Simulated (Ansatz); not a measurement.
**Tantalum, A15 under PBE: relaxation and energy**

The plan for tantalum in the A15 structure: relax it, then solve it on a dense k-mesh. Spin polarisation is left out. The k-meshes are 5×5×5 for the relaxation; 7×7×7 for the dense run.

Program: Ansatz 0.2.0. Level of theory: DFT PBE, plane waves (420 eV) with PAW, scalar-relativistic. These are calculated values, not measurements.

### Step 1. Starting point

Symmetry: Pm-3n, No. 223, cubic system. The conventional cell has a = 5.248 Å, b = 5.248 Å, c = 5.248 Å, α = 90.00°, β = 90.00°, γ = 90.00°. Ta (site symmetry m-3) has 12 Ta at 2.93 Å as nearest neighbours. Ta (site symmetry -4m2) has 6 Ta at 2.62 to 2.93 Å as nearest neighbours.

Structure file:

```xyz
8
Lattice="5.2476 0.0000 0.0000 0.0000 5.2476 0.0000 0.0000 0.0000 5.2476" Properties=species:S:1:pos:R:3 pbc="T T T"
Ta    0.0000    0.0000    0.0000
Ta    2.6238    2.6238    2.6238
Ta    1.3119    0.0000    2.6238
Ta    3.9357    0.0000    2.6238
Ta    2.6238    1.3119    0.0000
Ta    2.6238    3.9357    0.0000
Ta    0.0000    2.6238    1.3119
Ta    0.0000    2.6238    3.9357
```

### Step 2. Relaxing cell and atoms

Input file input.yaml:

```yaml
crystal:
  lattice:
    - [5.2476303976, 0.0, 0.0]
    - [0.0, 5.2476303976, 0.0]
    - [0.0, 0.0, 5.2476303976]
  atoms:
    - { symbol: Ta, position: [0.0, 0.0, 0.0] }
    - { symbol: Ta, position: [0.5, 0.5, 0.5] }
    - { symbol: Ta, position: [0.25, 0.0, 0.5] }
    - { symbol: Ta, position: [0.75, 0.0, 0.5] }
    - { symbol: Ta, position: [0.5, 0.25, 0.0] }
    - { symbol: Ta, position: [0.5, 0.75, 0.0] }
    - { symbol: Ta, position: [0.0, 0.5, 0.25] }
    - { symbol: Ta, position: [0.0, 0.5, 0.75] }
hamiltonian:
  xc: pbe
  pseudopotentials:
    kind: paw
    azcp:
      Ta: "pseudopotentials/Ta.paw.azcp"
basis:
  ecutwfc: 420
  fft_grid_basis: typed
kpoints:
  mp_grid: { grid: [5, 5, 5], shift: [0, 0, 0] }
magnetization:
  spin_polarized: false
scf:
  occupations: { method: fermi_dirac, width: 0.1 }
relax:
  max_steps: 60
  f_tol: 0.01
  cell: {}
```

The runs that follow: Dense single point.

**Question.** What will these runs give? Wanted: space group; conventional cell; volume; shortest distance; gap on the mesh; relative to bcc.

**Answer**, as computed:

| quantity | value |
| --- | --- |
| space group (spins left aside) | Pm-3n (No. 223) |
| conventional cell | a = 5.309 Å |
| volume | 18.707 Å³/atom |
| shortest distance | 2.655 Å |
| gap on the mesh | none (levels filled in part) |
| relative to bcc | +29 meV/atom |

The relaxation enlarged the cell by 3.6 % in volume. Against the reference form of tantalum (bcc, computed apart with the same settings) it stands 29 meV/atom higher. Levels at the Fermi energy are filled in part, as in a metal. The symmetry was held, so the structure may be unstable against distortions that break it.
